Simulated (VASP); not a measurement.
# AsH3 in VASP: settings compared

One molecule, AsH3, is run at these levels: PBE+D3(BJ), PBE, RPBE; tasks: relaxation of the atoms, single point.

Program: VASP 6.6.1. These are calculated values, not measurements. Logs are shortened: lines on timing, memory, paths and dates and some standing lists are left out, and cuts for length are marked.

### 1 The molecule as given

The cell holds a molecule in a box, 4 atoms: a = 12.557 Å, b = 13.057 Å, c = 13.557 Å, α = 90.00°, β = 90.00°, γ = 90.00°.

### 2 Relaxation of the atoms, PBE+D3(BJ)

The input, INCAR:

```
SYSTEM = AsH3
  PREC = Accurate
  ENCUT = 400
  EDIFF = 1E-7
  ISMEAR = 0
  SIGMA = 0.01
  LREAL = .False.
  LASPH = .True.
  NELM = 80
  ALGO = Normal
  ISIF = 2
  LWAVE = .False.
  LCHARG = .False.
  GGA = PE
  IVDW = 12
  IBRION = 2
  NSW = 120
  EDIFFG = -0.03
  ISYM = 0
```

The input, KPOINTS:

```
regular mesh
0
Gamma
  1 1 1
  0 0 0
```

The input, POSCAR:

```
AsH3
1.0
   12.5572003111      0.0000000000      0.0000000000
    0.0000000000     13.0572003111      0.0000000000
    0.0000000000      0.0000000000     13.5572003111
As H
1 3
Selective dynamics
Direct
    0.5242353622      0.5072092104      0.4572508723  F F F
    0.5223909347      0.4149429017      0.5226328883  T T T
    0.5459697509      0.5724958428      0.5456557884  T T T
    0.4074039522      0.5206692644      0.4744604510  T T T
```

Potentials or basis: VASP PAW PBE potentials, release 64 (As, H).

The run is started by

```sh
cat potpaw_PBE.64/As/POTCAR potpaw_PBE.64/H/POTCAR > POTCAR
mpirun -np 4 vasp_gam > vasp.out
```

OUTCAR:

```text
SYSTEM = AsH3
   PREC = Accurate
   ENCUT = 400
   EDIFF = 1E-7
   ISMEAR = 0
   LREAL = .False.
   LASPH = .True.
   NELM = 80
   ISIF = 2
   GGA = PE
   IVDW = 12
   IBRION = 2
   NSW = 120
   EDIFFG = -0.03
   ISYM = 0
 IVDW          = 12

 ion  position               nearest neighbor table
   1  0.524  0.507  0.457-   4 1.50   3 1.50   2 1.50
   2  0.522  0.415  0.523-   1 1.50
   3  0.546  0.572  0.546-   1 1.50
   4  0.407  0.521  0.474-   1 1.50

IMPORTANT INFORMATION: All symmetrisations will be switched off!
NOSYMM: (Re-)initialisation of all symmetry stuff for point group C_1.

----------------------------------------------------------------------------------------

                                     Primitive cell

  volume of cell :    2222.8640

  direct lattice vectors                    reciprocal lattice vectors
    12.557200311  0.000000000  0.000000000     0.079635586  0.000000000  0.000000000
     0.000000000 13.057200311  0.000000000     0.000000000  0.076586096  0.000000000
     0.000000000  0.000000000 13.557200311     0.000000000  0.000000000  0.073761542

  length of vectors
    12.557200311 13.057200311 13.557200311     0.079635586  0.076586096  0.073761542

  position of ions in fractional coordinates (direct lattice)
     0.524235362  0.507209210  0.457250872
     0.522390935  0.414942902  0.522632888
     0.545969751  0.572495843  0.545655788
     0.407403952  0.520669264  0.474460451

  ion indices of the primitive-cell ions
   primitive index   ion index
                 1           1
                 2           2
                 3           3
                 4           4

----------------------------------------------------------------------------------------

 KPOINTS: regular mesh

Automatic generation of k-mesh.
 Grid dimensions read from file:
 generate k-points for:    1    1    1

 Generating k-lattice:

  Cartesian coordinates                     Fractional coordinates (reciprocal lattice)
     0.079635586  0.000000000  0.000000000     1.000000000  0.000000000  0.000000000
     0.000000000  0.076586096  0.000000000     0.000000000  1.000000000  0.000000000
     0.000000000  0.000000000  0.073761542     0.000000000  0.000000000  1.000000000

  Length of vectors
     0.079635586  0.076586096  0.073761542

  Shift w.r.t. Gamma in fractional coordinates (k-lattice)
     0.000000000  0.000000000  0.000000000

 Subroutine IBZKPT returns following result:
 ===========================================

 Found      1 irreducible k-points:

 Following reciprocal coordinates:
            Coordinates               Weight
  0.000000  0.000000  0.000000      1.000000
   k-points           NKPTS =      1   k-points in BZ     NKDIM =      1   number of bands    NBANDS=      8
   number of dos      NEDOS =    301   number of ions     NIONS =      4
   total plane-waves  NPLWV = 680400
   dimension x,y,z NGX =    84 NGY =   90 NGZ =   90
   dimension x,y,z NGXF=   168 NGYF=  180 NGZF=  180
   ions per type =               1   3
   NGX,Y,Z   is equivalent  to a cutoff of  11.12, 11.46, 11.04 a.u.
   NGXF,Y,Z  is equivalent  to a cutoff of  22.24, 22.92, 22.07 a.u.
 SYSTEM =  AsH3
   PREC   = accura    normal or accurate (medium, high low for compatibility)
   ISTART =      0    job   : 0-new  1-cont  2-samecut
   ICHARG =      2    charge: 1-file 2-atom 10-const
   ISPIN  =      1    spin polarized calculation?
   LNONCOLLINEAR =      F non collinear calculations
   LSORBIT =      F    spin-orbit coupling
   LASPH  =      T    aspherical Exc in radial PAW
   ENCUT  =  400.0 eV  29.40 Ry    5.42 a.u.  20.48 21.29 22.11*2*pi/ulx,y,z
   NELM   =     80;   NELMIN=  2; NELMDL= -5     # of ELM steps
   EDIFF  = 0.1E-06   stopping-criterion for ELM
   LREAL  =      F    real-space projection
   EDIFFG = -.3E-01   stopping-criterion for IOM
   NSW    =    120    number of steps for IOM
   IBRION =      2    ionic relax: 0-MD 1-quasi-New 2-CG
   NFREE  =      1    steps in history (QN), initial steepest desc. (CG)
   ISIF   =      2    stress and relaxation
   ISYM   =      0    0-nonsym 1-usesym 2-fastsym
   POTIM  = 0.5000    time-step for ionic-motion
   TEBEG  =    0.0;   TEEND  =   0.0 temperature during run
   PSTRESS=    0.0 pullay stress
   NELECT =       8.0000    total number of electrons
   NUPDOWN=      -1.0000    fix difference up-down
   EMIN   =  10.00;   EMAX   =-10.00  energy-range for DOS
   EFERMI =   0.00;   METHOD = LEGACY
   ISMEAR =     0;   SIGMA  =   0.01  broadening in eV -4-tet -1-fermi 0-gaus
   EFERMI_NEDOS =   21; number of points for ismear=-14 and -15
   IALGO  =     38    algorithm
   IMIX   =      4    mixing-type and parameters
     AMIX     =   0.40;   BMIX     =  1.00
     AMIX_MAG =   1.60;   BMIX_MAG =  1.00
  volume/ion in A,a.u.               =     555.72      3750.16
  Fermi-wavevector in a.u.,A,eV,Ry     =   0.250881  0.474096  0.856366  0.062941
  Thomas-Fermi vector in A             =   1.068040
   LORBIT       =      0    0 simple, 1 ext, 2 COOP (PROOUT), +10 PAW based schemes
   GGA     = PE    functional components
   LHFCALC =     F    Hartree Fock is set to
   AEXX    =    0.0000 exact exchange contribution
   IVDW    =    12    specifies the selected vdW correction
   LEPSILON=     F    determine dielectric tensor
   LRPA    =     F    only Hartree local field effects (RPA)
 conjugate gradient relaxation of ions
 non-spin polarized calculation
 Gauss-broadening in eV      SIGMA  =   0.01
  energy-cutoff  :      400.00
  volume of cell :     2222.86
 maximum number of plane-waves:     20182
 NGX is ok and might be reduce to    84
   NGX = 41   NGY = 43   NGZ = 45

--------------------------------------- Ionic step        1  -------------------------------------------

 number of electron       7.9999999 magnetization

 Free energy of the ion-electron system (eV)
  ---------------------------------------------------
  ext. energy  EPLUGINS =         0.00000000
  ---------------------------------------------------
  free energy    TOTEN  =       -14.33485707 eV

  energy without entropy =      -14.33485707  energy(sigma->0) =      -14.33485707

------------------------ aborting loop because EDIFF is reached ----------------------------------------

 Edisp (eV)   -0.03941

 E8    (eV) :    -0.0126

  FORCE on cell =-STRESS in cart. coord.  units (eV):
  Direction    XX          YY          ZZ          XY          YZ          ZX
  --------------------------------------------------------------------------------------
  -------------------------------------------------------------------------------------
  Total       1.06473     1.13775     0.86561    -0.01094     0.02085     0.14403
  in kB       0.76743     0.82006     0.62391    -0.00788     0.01503     0.10381
  external pressure =        0.74 kB  Pullay stress =        0.00 kB

 VOLUME and BASIS-vectors are now :
 -----------------------------------------------------------------------------
  energy-cutoff  :      400.00
  volume of cell :     2222.86
      direct lattice vectors                 reciprocal lattice vectors
    12.557200311  0.000000000  0.000000000     0.079635586  0.000000000  0.000000000
     0.000000000 13.057200311  0.000000000     0.000000000  0.076586096  0.000000000
     0.000000000  0.000000000 13.557200311     0.000000000  0.000000000  0.073761542
[... 127 lines left out ...]
 POSITION                                       TOTAL-FORCE (eV/Angst)
 -----------------------------------------------------------------------------------
      6.58293      6.62273      6.19904        -0.073119     -0.010759      0.139417
      6.56487      5.37741      7.10468         0.032254     -0.020252     -0.044033
      6.87115      7.50536      7.42753         0.038533      0.022529     -0.037683
      5.07130      6.80540      6.42911         0.002332      0.008482     -0.057702
 -----------------------------------------------------------------------------------
    total drift:                                0.000117     -0.000066      0.000083

  FREE ENERGIE OF THE ION-ELECTRON SYSTEM (eV)
  ---------------------------------------------------
  free  energy   TOTEN  =       -14.4270723656 eV

  energy  without entropy=      -14.4270723656  energy(sigma->0) =      -14.42707237

--------------------------------------- Ionic step        5  -------------------------------------------

 number of electron       8.0000000 magnetization

 Free energy of the ion-electron system (eV)
  ---------------------------------------------------
  ext. energy  EPLUGINS =         0.00000000
  ---------------------------------------------------
  free energy    TOTEN  =       -14.38912160 eV

  energy without entropy =      -14.38912160  energy(sigma->0) =      -14.38912160

 E-fermi :  -6.7102     XC(G=0):  -0.4483

 val. band max:       -6.7868180672   @ k =   0.0000   0.0000   0.0000
 cond. band min:      -0.7915998414   @ k =   0.0000   0.0000   0.0000
 fundamental gap:      5.9952182258
 Fermi energy:        -6.7102370980

 k-point     1 :       0.0000    0.0000    0.0000
  band No.  band energies     occupation
      1     -15.9494      2.00000
      2      -8.7044      2.00000
      3      -8.7044      2.00000
      4      -6.7868      2.00000
      5      -0.7916      0.00000
      6      -0.4061      0.00000
      7      -0.3940      0.00000
      8       0.3479      0.00000

------------------------ aborting loop because EDIFF is reached ----------------------------------------

 Edisp (eV)   -0.03928

 E8    (eV) :    -0.0126

  FORCE on cell =-STRESS in cart. coord.  units (eV):
  Direction    XX          YY          ZZ          XY          YZ          ZX
  --------------------------------------------------------------------------------------
  -------------------------------------------------------------------------------------
  Total      -0.16474    -0.14690    -0.21455    -0.00264     0.00585     0.03641
  in kB      -0.11874    -0.10588    -0.15464    -0.00190     0.00422     0.02624
  external pressure =       -0.13 kB  Pullay stress =        0.00 kB
[... 10 lines left out ...]
 POSITION                                       TOTAL-FORCE (eV/Angst)
 -----------------------------------------------------------------------------------
      6.58293      6.62273      6.19904        -0.037340     -0.006034      0.070843
      6.57058      5.37292      7.09752         0.015706     -0.007956     -0.022771
      6.87818      7.50998      7.42171         0.018499      0.010105     -0.019624
      5.07063      6.80703      6.41905         0.003135      0.003885     -0.028448
 -----------------------------------------------------------------------------------
    total drift:                                0.000024      0.000012      0.000301

  FREE ENERGIE OF THE ION-ELECTRON SYSTEM (eV)
  ---------------------------------------------------
  free  energy   TOTEN  =       -14.4283975888 eV

  energy  without entropy=      -14.4283975888  energy(sigma->0) =      -14.42839759

 reached required accuracy - stopping structural energy minimisation
```

It took 69 s on 4 MPI ranks of Intel Xeon Platinum 8488C (Sapphire Rapids), shared host; peak memory 0.45 GiB.

What came out:

```
Free energy                     : -14.4284 eV
Energy gained by relaxing       : 13.5 meV/atom
Ionic steps                     : 5
Gap between the frontier levels : 6.00 eV
Dispersion energy per atom      : -0.010 eV
```

Step by step:
| step | energy change (eV) | largest force (eV/Å) | pressure (GPa) |
| --- | --- | --- | --- |
| 1 | 0.0000 | 1.0933 | 0.07 |
| 2 | -0.0513 | 0.1134 | 0.00 |
| 3 | -0.0522 | 0.1839 | -0.01 |
| 4 | -0.0528 | 0.1578 | -0.01 |
| 5 | -0.0541 | 0.0803 | -0.01 |

Final structure:
```yaml
crystal:
  lattice:
    - [12.55720, 0.00000, 0.00000]
    - [0.00000, 13.05720, 0.00000]
    - [0.00000, 0.00000, 13.55720]
  atoms:
    - { symbol: As, position: [0.52424, 0.50721, 0.45725] }
    - { symbol: H, position: [0.52325, 0.41149, 0.52352] }
    - { symbol: H, position: [0.54775, 0.57516, 0.54744] }
    - { symbol: H, position: [0.40380, 0.52132, 0.47348] }
```

### 3 Single point, PBE

The input, INCAR:

```
SYSTEM = AsH3
PREC = Accurate
ENCUT = 400
EDIFF = 1E-7
ISMEAR = 0
SIGMA = 0.01
LREAL = .FALSE.
LASPH = .TRUE.
NELM = 80
ALGO = Normal
ISIF = 2
LWAVE = .FALSE.
LCHARG = .FALSE.
GGA = PE
NBANDS = 12
ISYM = 0
```

The input, KPOINTS:

```
Automatic mesh
0
G
  1 1 1
  0 0 0
```

The input, POSCAR:

```
AsH3                                    
1.0
   12.5572003111      0.0000000000      0.0000000000
    0.0000000000     13.0572003111      0.0000000000
    0.0000000000      0.0000000000     13.5572003111
  As              H             
     1     3
Selective dynamics
Direct
     0.5242353622000024    0.5072092103999992    0.4572508723000013   F   F   F
     0.5232520820333039    0.4114908037455250    0.5235243882956855   T   T   T
     0.5477478238870046    0.5751597638262167    0.5474368768548691   T   T   T
     0.4038029111756331    0.5213238326008973    0.4734786744177568   T   T   T
```

Potentials or basis: VASP PAW PBE potentials, release 64 (As, H).

The run is started by

```sh
cat potpaw_PBE.64/As/POTCAR potpaw_PBE.64/H/POTCAR > POTCAR
mpirun -np 4 vasp_gam > vasp.out
```

OUTCAR:

```text
SYSTEM = AsH3
   PREC = Accurate
   ENCUT = 400
   EDIFF = 1E-7
   ISMEAR = 0
   LREAL = .FALSE.
   LASPH = .TRUE.
   NELM = 80
   ISIF = 2
   GGA = PE
   ISYM = 0

 ion  position               nearest neighbor table
   1  0.524  0.507  0.457-   3 1.54   4 1.54   2 1.54
   2  0.523  0.411  0.524-   1 1.54
   3  0.548  0.575  0.547-   1 1.54
   4  0.404  0.521  0.473-   1 1.54

IMPORTANT INFORMATION: All symmetrisations will be switched off!
NOSYMM: (Re-)initialisation of all symmetry stuff for point group C_1.
[... 150 lines left out ...]
  Direction    XX          YY          ZZ          XY          YZ          ZX
  --------------------------------------------------------------------------------------
  -------------------------------------------------------------------------------------
  Total       -0.1627869     -0.1446368     -0.2138361     -0.0026976      0.0059661      0.0371878
  in kB       -0.1173322     -0.1042501     -0.1541270     -0.0019443      0.0043002      0.0268039
  external PRESSURE =      -0.1252364 kB  Pullay stress =       0.0000000 kB

 VOLUME and BASIS-vectors are now :
 -----------------------------------------------------------------------------
  energy-cutoff  :      400.00
  volume of cell :     2222.86
      direct lattice vectors                 reciprocal lattice vectors
    12.557200311  0.000000000  0.000000000     0.079635586  0.000000000  0.000000000
     0.000000000 13.057200311  0.000000000     0.000000000  0.076586096  0.000000000
     0.000000000  0.000000000 13.557200311     0.000000000  0.000000000  0.073761542

 POSITION                                       TOTAL-FORCE (eV/Angst)
 -----------------------------------------------------------------------------------
      6.58293      6.62273      6.19904        -0.037383     -0.006040      0.070922
      6.57058      5.37292      7.09752         0.016022     -0.008861     -0.022708
      6.87818      7.50998      7.42171         0.019050      0.010828     -0.019313
      5.07063      6.80703      6.41905         0.002311      0.004073     -0.028901
 -----------------------------------------------------------------------------------
    total drift:                                0.000025      0.000012      0.000299

  FREE ENERGIE OF THE ION-ELECTRON SYSTEM (eV)
  ---------------------------------------------------
  free  energy   TOTEN  =       -14.3891216394 eV

  energy  without entropy=      -14.3891216394  energy(sigma->0) =      -14.38912164
```

OSZICAR:

```text
N       E                     dE             d eps       ncg     rms          rms(c)
DAV:   1     0.564994733016E+02    0.56499E+02   -0.11905E+03    24   0.252E+02
DAV:   2     0.447641231768E+01   -0.52023E+02   -0.51156E+02    44   0.359E+01
DAV:   3    -0.139375986700E+02   -0.18414E+02   -0.18381E+02    28   0.430E+01
[... 17 lines left out ...]
DAV:  21    -0.143891204633E+02   -0.12680E-05   -0.16616E-08    24   0.429E-04    0.138E-04
DAV:  22    -0.143891213158E+02   -0.85257E-06   -0.70415E-09    24   0.292E-04    0.608E-05
DAV:  23    -0.143891214839E+02   -0.16804E-06    0.21860E-10    24   0.114E-04    0.410E-05
DAV:  24    -0.143891216070E+02   -0.12316E-06    0.43521E-12    24   0.108E-04    0.947E-06
DAV:  25    -0.143891216394E+02   -0.32338E-07    0.68720E-10    24   0.553E-05
   1 F= -.14389122E+02 E0= -.14389122E+02  d E =-.285378E-14
```

stdout:

```text
POSCAR found type information on POSCAR AsH
 POSCAR found :  2 types and       4 ions
 scaLAPACK will be used
 LDA part: xc-table for (Slater+PW92), standard interpolation
 POSCAR, INCAR and KPOINTS ok, starting setup
 FFT: planning ... GRIDC
 FFT: planning ... GRID_SOFT
 FFT: planning ... GRID
 WAVECAR not read
 entering main loop
```

It took 23 s on 4 MPI ranks of Intel Xeon Platinum 8488C (Sapphire Rapids), shared host; peak memory 0.43 GiB.

What came out:

| Item | Value |
| --- | --- |
| Free energy | -14.3891 eV |
| Largest force | 0.080 eV/Å |
| Gap between the frontier levels | 6.00 eV |

Forces in eV/Å, atoms in the order of the input:
```
As  -0.037 -0.006  0.071
H    0.016 -0.009 -0.023
H    0.019  0.011 -0.019
H    0.002  0.004 -0.029
```

(Part 1 of 2 ends here.)
